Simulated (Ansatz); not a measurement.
**TiTe2 (CdI2-type structure)**

**The experiment.** The Crystallography Open Database holds a cell as deposited of trigonal TiTe2 (space group P-3m1), temperature not stated (1981, doi:10.1016/0022-4596(81)90336-4): a, c = 3.777, 6.498 Å, 26.76 Å³/atom.

The computed numbers are results of PBEsol, scalar-relativistic (no spin polarisation) in the plane-wave PAW code Ansatz at 420 eV, 10×10×6 k-mesh, Gaussian smearing of 0.05 eV; PAW files: Ansatz's generated set soft_2.

```cif
data_structure
_symmetry_space_group_name_H-M 'P-3m1'
_symmetry_Int_Tables_number 164
_cell_length_a 3.6930
_cell_length_b 3.6930
_cell_length_c 6.4501
_cell_angle_alpha 90.000
_cell_angle_beta 90.000
_cell_angle_gamma 120.000
_cell_volume 76.18
loop_
_atom_site_label
_atom_site_type_symbol
_atom_site_symmetry_multiplicity
_atom_site_Wyckoff_symbol
_atom_site_fract_x
_atom_site_fract_y
_atom_site_fract_z
_atom_site_occupancy
Ti1 Ti 1 a 0.00000 0.00000 0.00000 1
Te1 Te 2 d 0.33333 0.66667 0.26744 1
```

The start was a prototype's sites filled with these elements; the Crystallography Open Database holds the compound in this structure.

The cell above was scaled in volume, and shape and atoms were relaxed at each volume within its symmetry. Energies are counted from the cell above.

Cell and atoms are those of this level's equilibrium.

```tsv
V (Å³/atom)	ΔE (meV/atom)	P (GPa)
24.38	5.3	1.77
24.89	1.3	0.80
25.39	0.0	0.00
25.90	1.1	-0.67
26.41	3.9	-1.18
```

(1) Can a bulk modulus be trusted from these points?

Answer:

(1) No. The energies are smooth (scatter 0.00 meV/atom), but the fit's B0′ of 9.8 is out of the usual range: the curve is too flat or too lopsided over this range, as for soft or weakly bound crystals, and a third-order form can't fix it.

**Comparison.** The computed cell (3.693, 6.450 Å, 25.39 Å³/atom) differs from the database's by −5.1 % in volume, about −1.7 % in length. The axes miss by −2.2 %, −0.7 %. That is a large miss for PBEsol, or the entry is off.

Scalar-relativistic only: spin–orbit splittings of the heavy atoms' levels are missing. The structure is layered, and this functional has no dispersion term, so the layers' spacing is poorly fixed, often too long, and so is what hangs on it. The run is a metal.
